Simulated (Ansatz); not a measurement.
## How far is PAW off for Mn?

```
CELL_PARAMETERS angstrom
0.00000 2.47574 2.47574
2.47574 0.00000 2.47574
2.47574 2.47574 0.00000
ATOMIC_POSITIONS crystal
Mn 0.00000 0.00000 0.00000
Mn 0.25000 0.25000 0.25000
```

Atom numbers follow the list: Mn1, Mn2.

The cell was built from the diamond type and relaxed in the same program, and has space group Fd-3m; it needn't be a known or the stable phase.

Other magnetic orders may lie lower; this is the state that the run reached.

Levels of theory: DFT, PBE, PAW with Ansatz's default frozen-core files, scalar-relativistic (Ansatz 0.2.0); DFT, PBE, all-electron PAW with datasets made for the crystal, scalar-relativistic (Ansatz 0.2.0); DFT, PBE, all-electron LAPW, scalar-relativistic (Ansatz 0.2.0).

For PAW: a Γ-centred 13×13×13 k mesh, Fermi–Dirac smearing of 0.05 eV, cutoff 420 eV, spin-polarised from start moments Mn1 4, Mn2 4 μB. The crystal-made all-electron datasets (AE datasets) take a cutoff of 440 eV at this cell. LAPW targets a basis error of 0.5 meV/atom. The Ansatz runs share mesh, smearing and spin set-up. Plane-wave (PAW) pressures include the program's estimate of the Pulay term.

Stress and pressure are positive in compression.

Levels count from the Fermi level.

```csv
quantity,PAW,AE datasets,LAPW
pressure (GPa),8.22,8.20,8.20
highest filled spin-up level at Γ (eV),-2.247,-2.250,-2.250
lowest empty spin-up level at Γ (eV),0.227,0.225,0.225
highest filled spin-up level at X (eV),?,-0.831,-0.831
lowest empty spin-up level at X (eV),0.593,0.598,0.598
highest filled spin-up level at L (eV),-0.904,-0.909,-0.908
lowest empty spin-up level at L (eV),0.856,0.855,0.855
```

**Question.** What belongs in the row "highest filled spin-up level at X (eV)", column "PAW"?

**Answer.** -0.824.
